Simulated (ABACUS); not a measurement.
Runs of ABACUS 3.10.1 on Sb. It takes space group R-3m (No. 166, trigonal). The conventional cell has a = 4.308 Å, b = 4.308 Å, c = 11.274 Å, α = 90.00°, β = 90.00°, γ = 120.00°. Around Sb (site symmetry 3m) lie 3 Sb at 2.91 Å. 

```tsv
task	level	potentials or basis	cell	k mesh	cutoff (eV)	radial cutoff of the potentials (pseudo_rcut)	SCF threshold on the density	eigensolver	orbital files	optimiser	gap on the mesh (eV)	pressure (GPa)	V0 of scaled cells (Å³/atom)	B0 (GPa)	largest force (eV/Å)
equation of state	PBEsol	PseudoDojo NC SR 0.4.1 PBEsol standard, plane waves	as given	6 × 6 × 6	1102	10 bohr	1e-08	dav	-	-	-	-	30.27	57	-
single point	TM	SG15 ONCV 1.2 PBE, plane waves	as given	5 × 5 × 5	1279	10 bohr	1e-08	dav	-	-	0.38	-1.0	-	-	(b)
equation of state	r2SCAN	SG15 ONCV 1.2 PBE, plane waves	as given	5 × 5 × 5	1279	10 bohr	1e-08	dav	-	-	-	-	30.28	59	-
single point	PBE	SPMS ONCV 1.0 PBE, DZP LCAO (the cutoffs set its grid)	as given	7 × 7 × 7	1361	10 bohr	1e-07	scalapack_gvx	Sb Sb_confined-atom_8au_2s2p2d.orb	-	0.29	4.0	-	-	0.33
single point	PBEsol	PseudoDojo NC SR 0.4.1 PBEsol standard, plane waves	as given	6 × 6 × 6	1102	10 bohr	1e-08	dav	-	-	none	0.1	-	-	0.04
single point	PBE	SSSP 1.3 efficiency PBE, plane waves	as given	6 × 6 × 6	748	10 bohr	1e-08	dav	-	-	none	2.8	-	-	0.08
relaxation of cell and atoms	LDA	GBRV ultrasoft 1.5 LDA, plane waves	relaxed	6 × 6 × 6	544	10 bohr	1e-08	dav	-	ASE BFGS	none	0.0	-	-	0.01
equation of state	PBEsol	PseudoDojo NC SR 0.4 PBEsol stringent, plane waves	as given	6 × 6 × 6	1361	7 bohr	1e-08	dav	-	-	-	-	(a)	57	-
```

Alike in all rows: no spin polarisation; smearing fermi-dirac 0.05 eV.

Problem. Fill in the values left out.

Solution. (a) 30.31; (b) 0.03.

Caveats: the cell was scaled at fixed shape and fractional positions, which overstates the stiffness of a crystal with free parameters, most of all of layers and chains (some runs); the potentials were made for another functional, which shifts forces and pressure (some runs); spin-orbit coupling is left out, which moves the levels of the heavy elements (some runs); an odd mesh through Γ misses points on the zone boundary, where band edges often lie (some runs); the atomic orbitals were generated for these runs and aren't a published set (some runs); the basis of atomic orbitals isn't converged, which shifts pressures, moduli and gaps (some runs).

A k mesh can miss the band edges, and the runs leave out spin-orbit coupling on Sb.

A gap of «none» marks a metal or a gap under the smearing width.

Not every run made on this cell is shown here.
